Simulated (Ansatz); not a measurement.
**The polar optical mode of CaSe at 6 GPa, worked through**

Level of theory: Ansatz, DFT PBEsol, scalar-relativistic, plane waves, PAW. Settings: 420 eV plane-wave cutoff, Γ-centred 8×8×8 mesh, fixed occupations. No spin polarisation. Phonons by linear response, acoustic sum rule imposed.

The cell, relaxed at 6 GPa:
```xyz
2
Lattice="0.0000 2.8430 2.8430 2.8430 0.0000 2.8430 2.8430 2.8430 0.0000" Properties=species:S:1:pos:R:3 pbc="T T T"
Ca    0.0000    0.0000    0.0000
Se    2.8430    2.8430    2.8430
```

Linear response gives ν_TO = 219.4 cm⁻¹, Born charges ±2.323 e (positive on Ca) and ε∞ = 6.167. The primitive cell holds 45.956 Å³, and the masses are 40.078 and 78.971 amu.

Task: Find ν_LO and the static dielectric constant.

Result: The long-wave field adds a restoring force: ω_LO² − ω_TO² = Z*²e²/(ε_vac ε∞ μV). In these units ν_LO² − ν_TO² = 4.92064×10⁷ Z*²/(μ V ε∞) cm⁻², with μ = m₁m₂/(m₁ + m₂) = 26.586 amu: 35231 cm⁻². So ν_LO = √(219.4² + 35231) = 288.7 cm⁻¹, and the run gives 288.7. Lyddane–Sachs–Teller then gives ε0 = ε∞ (ν_LO/ν_TO)² = 10.68, against 10.68 in the run (it forms both from the same three quantities, so the match checks the arithmetic only). Between ν_TO and ν_LO the dielectric function is negative and an undamped crystal reflects fully: a reststrahlen band from 34.6 to 45.6 μm.

Task: What do the Clausius–Mossotti polarisability and the Szigeti charge come to?

Result: With the Lorentz local field, α = (3V/4π)(ε∞ − 1)/(ε∞ + 2) = 6.94 Å³ for the pair, and e_S = 3Z*/(ε∞ + 2) = 0.85 e. The Born charge includes the electrons' response to the dipole's own local field, and e_S takes that enhancement out. The Lorentz field assumes point-like polarisable ions, a poor picture once ε∞ is this large, since the electron clouds then overlap or are shared, so both numbers are formal here.

Task: How strongly does a slow electron couple to the LO mode?

Result: For one isotropic parabolic band, Fröhlich's constant is α_F = (1/ε∞ − 1/ε0) √(m* Ry/ħω_LO), with Ry = 13.606 eV, ħω_LO = 35.8 meV and m* in free-electron masses: α_F = 0.0685 × 19.50 × √m* = 1.34 √m*. The band mass isn't part of this run; for m* = 0.1, 0.3 and 1 it gives 0.42, 0.73, 1.34. In weak coupling the polaron lies α_F ħω_LO below the band edge (26 meV at m* = 0.3) with a mass m*(1 + α_F/6); past α_F of about 5 or 6 that expansion fails. A semilocal functional's ε∞ tends to be too large, which taken alone lowers α_F.